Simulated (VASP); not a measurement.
# CaO (Fm-3m) in VASP: a series of runs

The runs below take CaO through relaxation of cell and atoms, electrostatic potential, with LDA.

Everything below comes from runs of VASP 6.6.1. Logs are shortened: lines on timing, memory, paths and dates and some standing lists are left out, and cuts for length are marked.

**1. Starting point**

The structure is cubic, space group Fm-3m (No. 225). Conventional cell: a = 4.780 Å, b = 4.780 Å, c = 4.780 Å, α = 90.00°, β = 90.00°, γ = 90.00°. Ca (site symmetry m-3m) has 6 O at 2.39 Å as nearest neighbours. O (site symmetry m-3m) has 6 Ca at 2.39 Å as nearest neighbours.

The cell was built by a generator and needn't be a form met in nature.

**2. Relaxation of cell and atoms, LDA**

INCAR reads:

```
SYSTEM = CaO
  PREC = Accurate
  ENCUT = 600
  EDIFF = 1E-6
  ISMEAR = 0
  SIGMA = 0.02
  LREAL = .False.
  LASPH = .True.
  NELM = 120
  ALGO = Normal
  ISIF = 3
  LWAVE = .False.
  LCHARG = .False.
  IBRION = 2
  NSW = 60
  EDIFFG = -0.005
```

KPOINTS reads:

```
Automatic mesh
0
Gamma
  10 10 10
  0 0 0
```

POSCAR reads:

```
CaO
1.0
    0.0000000000      2.3900000000      2.3900000000
    2.3900000000      0.0000000000      2.3900000000
    2.3900000000      2.3900000000      0.0000000000
Ca O
1 1
Direct
    0.0000000000      0.0000000000      0.0000000000
    0.5000000000      0.5000000000      0.5000000000
```

Potentials or basis: VASP PAW LDA potentials, release 64 (Ca_sv, O).

Started as:

```console
cat potpaw_LDA.64/Ca_sv/POTCAR potpaw_LDA.64/O/POTCAR > POTCAR
mpirun -np 1 vasp_std > vasp.out
```

OUTCAR:

```text
SYSTEM = CaO
   PREC = Accurate
   ENCUT = 600
   EDIFF = 1E-6
   ISMEAR = 0
   LREAL = .False.
   LASPH = .True.
   NELM = 120
   ISIF = 3
   IBRION = 2
   NSW = 60
   EDIFFG = -0.005

 ion  position               nearest neighbor table
   1  0.000  0.000  0.000-   2 2.39   2 2.39   2 2.39   2 2.39   2 2.39   2 2.39
   2  0.500  0.500  0.500-   1 2.39   1 2.39   1 2.39   1 2.39   1 2.39   1 2.39

  LATTYP: Found a face centered cubic cell.
 ALAT       =     4.7800000000

  Lattice vectors:

 A1 = (   0.0000000000,   2.3900000000,   2.3900000000)
 A2 = (   2.3900000000,   0.0000000000,   2.3900000000)
 A3 = (   2.3900000000,   2.3900000000,   0.0000000000)

Analysis of symmetry for initial positions (statically):
=====================================================================
 Subroutine PRICEL returns:
 Original cell was already a primitive cell.

 Routine SETGRP: Setting up the symmetry group for a
 face centered cubic supercell.

 Subroutine GETGRP returns: Found 48 space group operations
 (whereof 48 operations were pure point group operations)
 out of a pool of 48 trial point group operations.

The static configuration has the point symmetry O_h .

Analysis of symmetry for dynamics (positions and initial velocities):
=====================================================================
 Subroutine PRICEL returns:
 Original cell was already a primitive cell.

 Routine SETGRP: Setting up the symmetry group for a
 face centered cubic supercell.

 Subroutine GETGRP returns: Found 48 space group operations
 (whereof 48 operations were pure point group operations)
 out of a pool of 48 trial point group operations.

The dynamic configuration has the point symmetry O_h .

 Subroutine INISYM returns: Found 48 space group operations
 (whereof 48 operations are pure point group operations),
 and found     1 'primitive' translations

----------------------------------------------------------------------------------------

                                     Primitive cell

  volume of cell :      27.3038

  direct lattice vectors                    reciprocal lattice vectors
     0.000000000  2.390000000  2.390000000    -0.209205021  0.209205021  0.209205021
     2.390000000  0.000000000  2.390000000     0.209205021 -0.209205021  0.209205021
     2.390000000  2.390000000  0.000000000     0.209205021  0.209205021 -0.209205021

  length of vectors
     3.379970414  3.379970414  3.379970414     0.362353725  0.362353725  0.362353725

  position of ions in fractional coordinates (direct lattice)
     0.000000000  0.000000000  0.000000000
     0.500000000  0.500000000  0.500000000

  ion indices of the primitive-cell ions
   primitive index   ion index
                 1           1
                 2           2

----------------------------------------------------------------------------------------

 KPOINTS: Automatic mesh

Automatic generation of k-mesh.
 Grid dimensions read from file:
 generate k-points for:   10   10   10

 Generating k-lattice:

  Cartesian coordinates                     Fractional coordinates (reciprocal lattice)
    -0.020920502  0.020920502  0.020920502     0.100000000  0.000000000  0.000000000
     0.020920502 -0.020920502  0.020920502     0.000000000  0.100000000  0.000000000
     0.020920502  0.020920502 -0.020920502     0.000000000  0.000000000  0.100000000

  Length of vectors
     0.036235373  0.036235373  0.036235373

  Shift w.r.t. Gamma in fractional coordinates (k-lattice)
     0.000000000  0.000000000  0.000000000

 Subroutine IBZKPT returns following result:
 ===========================================

 Found     47 irreducible k-points:

 Following reciprocal coordinates:
            Coordinates               Weight
  0.000000  0.000000  0.000000      1.000000
  0.100000  0.000000  0.000000      8.000000
  0.200000  0.000000  0.000000      8.000000
  0.300000  0.000000  0.000000      8.000000
  0.400000  0.000000  0.000000      8.000000
  0.500000  0.000000  0.000000      4.000000
[... 16 lines left out ...]
  0.300000  0.300000  0.000000      6.000000
  0.400000  0.300000  0.000000     24.000000
 [... further k-points ...]
   k-points           NKPTS =     47   k-points in BZ     NKDIM =     47   number of bands    NBANDS=     12
   number of dos      NEDOS =    301   number of ions     NIONS =      2
   total plane-waves  NPLWV =  21952
   dimension x,y,z NGX =    28 NGY =   28 NGZ =   28
   dimension x,y,z NGXF=    56 NGYF=   56 NGZF=   56
   ions per type =               1   1
   NGX,Y,Z   is equivalent  to a cutoff of  13.77, 13.77, 13.77 a.u.
   NGXF,Y,Z  is equivalent  to a cutoff of  27.54, 27.54, 27.54 a.u.
 SYSTEM =  CaO
   PREC   = accura    normal or accurate (medium, high low for compatibility)
   ISTART =      0    job   : 0-new  1-cont  2-samecut
   ICHARG =      2    charge: 1-file 2-atom 10-const
   ISPIN  =      1    spin polarized calculation?
   LNONCOLLINEAR =      F non collinear calculations
   LSORBIT =      F    spin-orbit coupling
   LASPH  =      T    aspherical Exc in radial PAW
   ENCUT  =  600.0 eV  44.10 Ry    6.64 a.u.   6.75  6.75  6.75*2*pi/ulx,y,z
   NELM   =    120;   NELMIN=  2; NELMDL= -5     # of ELM steps
   EDIFF  = 0.1E-05   stopping-criterion for ELM
   LREAL  =      F    real-space projection
   EDIFFG = -.5E-02   stopping-criterion for IOM
   NSW    =     60    number of steps for IOM
   IBRION =      2    ionic relax: 0-MD 1-quasi-New 2-CG
   NFREE  =      1    steps in history (QN), initial steepest desc. (CG)
   ISIF   =      3    stress and relaxation
   ISYM   =      2    0-nonsym 1-usesym 2-fastsym
   POTIM  = 0.5000    time-step for ionic-motion
   TEBEG  =    0.0;   TEEND  =   0.0 temperature during run
   PSTRESS=    0.0 pullay stress
   NELECT =      16.0000    total number of electrons
   NUPDOWN=      -1.0000    fix difference up-down
   EMIN   =  10.00;   EMAX   =-10.00  energy-range for DOS
   EFERMI =   0.00;   METHOD = LEGACY
   ISMEAR =     0;   SIGMA  =   0.02  broadening in eV -4-tet -1-fermi 0-gaus
   EFERMI_NEDOS =   21; number of points for ismear=-14 and -15
   IALGO  =     38    algorithm
   IMIX   =      4    mixing-type and parameters
     AMIX     =   0.40;   BMIX     =  1.00
     AMIX_MAG =   1.60;   BMIX_MAG =  1.00
  volume/ion in A,a.u.               =      13.65        92.13
  Fermi-wavevector in a.u.,A,eV,Ry     =   1.369957  2.588843 25.535171  1.876782
  Thomas-Fermi vector in A             =   2.495786
   LORBIT       =      0    0 simple, 1 ext, 2 COOP (PROOUT), +10 PAW based schemes
   GGA     = CA    functional components
   LHFCALC =     F    Hartree Fock is set to
   AEXX    =    0.0000 exact exchange contribution
   IVDW    =     0    specifies the selected vdW correction
   LEPSILON=     F    determine dielectric tensor
   LRPA    =     F    only Hartree local field effects (RPA)
 conjugate gradient relaxation of ions
 non-spin polarized calculation
 Gauss-broadening in eV      SIGMA  =   0.02
  energy-cutoff  :      600.00
  volume of cell :       27.30
 maximum number of plane-waves:       941
   NGX = 13   NGY = 13   NGZ = 13

--------------------------------------- Ionic step        1  -------------------------------------------

 number of electron      15.9999997 magnetization

 Free energy of the ion-electron system (eV)
  ---------------------------------------------------
  ext. energy  EPLUGINS =         0.00000000
  ---------------------------------------------------
  free energy    TOTEN  =       -14.20986117 eV

  energy without entropy =      -14.20986117  energy(sigma->0) =      -14.20986117

------------------------ aborting loop because EDIFF is reached ----------------------------------------

  FORCE on cell =-STRESS in cart. coord.  units (eV):
  Direction    XX          YY          ZZ          XY          YZ          ZX
  --------------------------------------------------------------------------------------
  -------------------------------------------------------------------------------------
  Total       -0.7927987     -0.7927987     -0.7927987     -0.0000000      0.0000000      0.0000000
  in kB      -46.5210825    -46.5210825    -46.5210825     -0.0000000      0.0000000      0.0000000
  external PRESSURE =     -46.5210825 kB  Pullay stress =       0.0000000 kB

 VOLUME and BASIS-vectors are now :
 -----------------------------------------------------------------------------
  energy-cutoff  :      600.00
  volume of cell :       27.30
      direct lattice vectors                 reciprocal lattice vectors
     0.000000000  2.390000000  2.390000000    -0.209205021  0.209205021  0.209205021
     2.390000000  0.000000000  2.390000000     0.209205021 -0.209205021  0.209205021
     2.390000000  2.390000000  0.000000000     0.209205021  0.209205021 -0.209205021
[... 37 lines left out ...]
 POSITION                                       TOTAL-FORCE (eV/Angst)
 -----------------------------------------------------------------------------------
      2.34430      0.00000      2.34430        -0.000000     -0.000000     -0.000000
      2.34430      2.34430      2.34430         0.000000      0.000000      0.000000
 -----------------------------------------------------------------------------------
    total drift:                                0.000000      0.000000      0.000000

  FREE ENERGIE OF THE ION-ELECTRON SYSTEM (eV)
  ---------------------------------------------------
  free  energy   TOTEN  =       -14.2220212984 eV

  energy  without entropy=      -14.2220212984  energy(sigma->0) =      -14.22202130

--------------------------------------- Ionic step        3  -------------------------------------------

 number of electron      15.9999998 magnetization

 Free energy of the ion-electron system (eV)
  ---------------------------------------------------
  ext. energy  EPLUGINS =         0.00000000
  ---------------------------------------------------
  free energy    TOTEN  =       -14.22569295 eV

  energy without entropy =      -14.22569295  energy(sigma->0) =      -14.22569295

 E-fermi :   2.4763     XC(G=0): -11.3064

 val. band max:        2.3456813764   @ k =   0.0000   0.0000   0.0000
 cond. band min:       5.7712502861   @ k =   0.5000   0.5000   0.0000
 fundamental gap:      3.4255689096
 Fermi energy:         2.4763343340

 k-point     1 :       0.0000    0.0000    0.0000
  band No.  band energies     occupation
      1     -34.4995      2.00000
      2     -15.4984      2.00000
      3     -15.4984      2.00000
      4     -15.4984      2.00000
      5     -12.9718      2.00000
      6       2.3457      2.00000
      7       2.3457      2.00000
      8       2.3457      2.00000
      9       7.3758      0.00000
     10       8.5818      0.00000
     11       8.5818      0.00000
     12       8.5818      0.00000

 k-point     2 :       0.1000    0.0000    0.0000
  band No.  band energies     occupation
      1     -34.4860      2.00000
      2     -15.6975      2.00000
      3     -15.5048      2.00000
      4     -15.5048      2.00000
      5     -12.7677      2.00000
      6       1.9621      2.00000
      7       2.1872      2.00000
      8       2.1872      2.00000
      9       7.8425      0.00000
     10       8.5485      0.00000
     11       8.7699      0.00000
     12       8.7699      0.00000
[... 316 lines left out ...]
 k-point    24 :       0.4000    0.3000    0.0000
  band No.  band energies     occupation
      1     -34.3497      2.00000
      2     -16.3438      2.00000
      3     -15.7545      2.00000
      4     -15.7184      2.00000
      5     -12.3350      2.00000
      6       0.5988      2.00000
      7       1.7699      2.00000
      8       1.8783      2.00000
      9       6.4980      0.00000
     10      10.3374      0.00000
     11      11.4132      0.00000
     12      11.5234      0.00000

 [... further k-points ...]

------------------------ aborting loop because EDIFF is reached ----------------------------------------

  FORCE on cell =-STRESS in cart. coord.  units (eV):
  Direction    XX          YY          ZZ          XY          YZ          ZX
  --------------------------------------------------------------------------------------
  -------------------------------------------------------------------------------------
  Total       -0.0009081     -0.0009081     -0.0009081      0.0000000      0.0000000     -0.0000000
  in kB       -0.0554243     -0.0554243     -0.0554243      0.0000000      0.0000000     -0.0000000
  external PRESSURE =      -0.0554243 kB  Pullay stress =       0.0000000 kB

 VOLUME and BASIS-vectors are now :
 -----------------------------------------------------------------------------
  energy-cutoff  :      600.00
  volume of cell :       26.25
      direct lattice vectors                 reciprocal lattice vectors
    -0.000000000  2.358844613  2.358844613    -0.211968180  0.211968180  0.211968180
     2.358844613  0.000000000  2.358844613     0.211968180 -0.211968180  0.211968180
     2.358844613  2.358844613  0.000000000     0.211968180  0.211968180 -0.211968180

 POSITION                                       TOTAL-FORCE (eV/Angst)
 -----------------------------------------------------------------------------------
      0.00000      0.00000      0.00000         0.000000      0.000000     -0.000000
      2.35884      2.35884      2.35884        -0.000000     -0.000000      0.000000
 -----------------------------------------------------------------------------------
    total drift:                                0.000000      0.000000      0.000000

  FREE ENERGIE OF THE ION-ELECTRON SYSTEM (eV)
  ---------------------------------------------------
  free  energy   TOTEN  =       -14.2256929486 eV

  energy  without entropy=      -14.2256929486  energy(sigma->0) =      -14.22569295

 reached required accuracy - stopping structural energy minimisation
```

Run time: 77 s. Hardware: 1 thread of Intel Xeon Platinum 8375C at 2.90GHz (Ice Lake), shared host; peak memory 0.16 GiB.

Results:

- Free energy: -14.2257 eV
- Relaxed volume: 13.12 Å³/atom
- Relaxed cell: a = 3.336 Å, b = 3.336 Å, c = 3.336 Å, α = 60.00°, β = 60.00°, γ = 60.00°
- Space group after relaxing (to 0.05 Å): Fm-3m (No. 225)
- Energy gained by relaxing: 7.9 meV/atom
- Ionic steps: 3
- Pressure after relaxing: 0.0 GPa
- Band gap on the k mesh: 3.43 eV, indirect (least direct gap 3.79 eV)

The path:
```
step  energy change (eV)  largest force (eV/Å)  pressure (GPa)  volume (Å³)
   1              0.0000                0.0000           -4.65        27.30
   2             -0.0122                0.0000            2.48        25.77
   3             -0.0158                0.0000           -0.01        26.25
```

Final structure:
```yaml
crystal:
  lattice:
    - [0.00000, 2.35884, 2.35884]
    - [2.35884, 0.00000, 2.35884]
    - [2.35884, 2.35884, 0.00000]
  atoms:
    - { symbol: Ca, position: [0.00000, 0.00000, 0.00000] }
    - { symbol: O, position: [0.50000, 0.50000, 0.50000] }
```

**3. Electrostatic potential, LDA**

This run uses another cell than the first one, of 13.12 Å³/atom, 0.961 times its volume.

INCAR reads:

```
PREC = Accurate
ENCUT = 520
EDIFF = 1E-6
ISMEAR = 0
SIGMA = 0.02
LREAL = False
LASPH = True
NELM = 60
ALGO = Normal
ISIF = 2
LWAVE = False
LCHARG = True
LVHAR = True
```

KPOINTS reads:

```
regular mesh
0
Gamma
  10 10 10
```

POSCAR reads:

```
CaO                                     
1.0
   -0.0000000000      2.3588446131      2.3588446131
    2.3588446131      0.0000000000      2.3588446131
    2.3588446131      2.3588446131      0.0000000000
  Ca              O             
     1     1
Direct
     0.0000000000000000    0.0000000000000000    0.0000000000000000
     0.5000000000000000    0.5000000000000000    0.5000000000000000
```

Potentials or basis: VASP PAW LDA potentials, release 64 (Ca_sv, O).

Started as:

```console
cat potpaw_LDA.64/Ca_sv/POTCAR potpaw_LDA.64/O/POTCAR > POTCAR
mpirun -np 1 vasp_std > vasp.out
```

It took 38 s on 1 thread of Intel Xeon Platinum 8375C at 2.90GHz (Ice Lake), shared host; peak memory 0.15 GiB.

It converged, with:

* Free energy: -14.2211 eV
* Pressure: 0.1 GPa
* Band gap on the k mesh: 3.42 eV, indirect (least direct gap 3.78 eV)

Levels at points of the mesh, in eV from the valence-band top:
| k point | band 5 | band 6 | band 7 | band 8 | band 9 | band 10 | band 11 | band 12 |
| --- | --- | --- | --- | --- | --- | --- | --- | --- |
| (0.00, 0.00, 0.00) | -15.32 | 0.00 | 0.00 | 0.00 | 5.03 | 6.23 | 6.23 | 6.23 |
| (0.50, 0.00, 0.00) | -13.81 | -2.85 | -1.35 | -1.35 | 7.21 | 8.61 | 8.61 | 8.74 |
| (0.50, 0.50, 0.00) | -15.07 | -1.28 | -0.36 | -0.36 | 3.42 | 8.44 | 9.19 | 9.92 |
